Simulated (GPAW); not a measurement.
SnO2 (Cassiterite):

```xyz
6
Lattice="4.7380 0.0000 0.0000 0.0000 4.7380 0.0000 0.0000 0.0000 3.1865" Properties=species:S:1:pos:R:3 pbc="T T T"
Sn    2.3690    2.3690    1.5933
Sn    0.0000    0.0000    0.0000
O     3.8240    0.9140    1.5933
O     0.9140    3.8240    1.5933
O     1.4550    1.4550    0.0000
O     3.2830    3.2830    0.0000
```

Base run:

```yaml
Program: GPAW 26.7.0
Functional: PW91
Potentials_or_basis: PAW data sets generated in the run's folder for this functional
Cutoff: 800 eV
Basis: pw
k_mesh: 4 × 4 × 5
Occupations: fermi-dirac, width 0.05 eV
Spin: spin-orbit coupling, no magnetisation
```

Its results: band gap on the k mesh 1.30 eV, direct; pressure 8.6 GPa; largest force 0.252 eV/Å.

**Question.** After a change of settings the same cell gave: band gap on the k mesh 1.20 eV, direct; pressure 3.1 GPa; largest force 0.193 eV/Å. Which change was it?
A. functional from PW91 to WC
B. functional from PW91 to PBEint; spin axis theta (degrees) from 0 to 90
C. functional from PW91 to RPBE; potentials or basis from PAW data sets generated in the run's folder for this functional to the program's PAW data sets (release 1.2.1) made for this functional
D. functional from PW91 to OLYP; band points from 60 to 80

**Answer.** A.

WC binds more tightly than PW91, so the same cell stands under less pressure.

Caveats: spin-orbit coupling was added after a scalar SCF, so levels and gaps hold it while energy, forces, pressure and moments don't; this program's spin-orbit splittings come out too wide for heavy elements.

Not every run made on this cell is shown here.
